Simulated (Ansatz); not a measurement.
Rh in several cubic structure types, each at its own equilibrium volume.

Theory: PBE, plane waves, PAW datasets (generated soft set 1) in Ansatz 0.2.0 development build.

Settings: cutoff 420 eV; no spin polarisation; Fermi–Dirac smearing of 0.0612 eV; k-meshes 50³ (bcc), 34³ (diamond), 49³ (fcc).

Problem. Rank the structures by energy per atom, lowest first.
A. diamond
B. fcc
C. bcc

Solution. B (0.0 meV/atom), C (348 meV/atom), A (1107 meV/atom).

Problem. Give the equilibrium volume and bulk modulus of each.

Solution. 
```csv
structure,V₀ (Å³/atom),B₀ (GPa)
bcc,14.48,233
diamond,20.94,128
fcc,14.05,256
```

Only these cubic types are compared here; the real ground state can be another structure or magnetic.

Model structures, not the usual forms at ambient conditions (metastable or hypothetical): Rh (bcc type), Rh (diamond type).
